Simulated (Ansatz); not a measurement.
**Forms of MoH₂: one energy to predict**

Level of theory: DFT PBE, scalar-relativistic, plane waves, PAW in Ansatz 0.2.0. All cells share a 420 eV cutoff and Γ-centred k meshes spaced at most about 0.3 Å⁻¹ (about 0.25 or finer for metals, 2π included). No spin polarisation.

All energies are static (0 K, no zero-point motion). Rows are sorted by volume; energies count from the lowest form computed. Coordination counts H atoms around Mo (those within 1.25 times the shortest such distance or 1.15 times the sum of covalent radii; a plus sign parts nearer from farther groups). The table shows 5 of 7 forms computed.

| row | form | source | atoms | coordination | V (Å³/atom) | gap on mesh (eV) | ΔE (meV/atom) |
| --- | --- | --- | --- | --- | --- | --- | --- |
| 1 | I4/mmm | invented | 3 | Mo 2+8 | 6.9 | 0 | 293 |
| 2 | AlB2 type, P6/mmm | invented | 3 | Mo 12 | 6.9 | 0 | 553 |
| 3 | fluorite type, Fm-3m | invented | 3 | Mo 8 | 7.1 | 0 | 0 |
| 4 | P4/mmm | invented | 3 | Mo 8 | 8.5 | 0 | ? |
| 5 | P6_3/mmc | invented | 6 | Mo 6 | 12.2 | 0 | 312 |

The cell of row 4:

```
H Mo
1.0
     2.60101    0.00000    0.00000
     0.00000    2.60101    0.00000
     0.00000    0.00000    3.78041
H Mo
2 1
Direct
  0.50000 0.50000 0.25522
  0.50000 0.50000 0.74478
  0.00000 0.00000 0.00000
```

Question: Estimate the missing energy, and say where the row ranks.

Answer: 0.59 eV/atom, which puts it above row 2, the highest in the table. Counting H atoms around Mo, row 4 and the lowest form (row 3) both have Mo 8.

An observed structure of this formula, if there is one, may be missing.

Weakly bound directions are ill-defined at this level, which has no dispersion term (P6_3/mmc), and this can change margins and order among such cells. With hydrogen, zero-point motion can shift such differences by 10 meV/atom or more. Cells relaxed within their symmetry can be saddle points. Some candidate types were left out of the draw beforehand, so a known form may be missing.
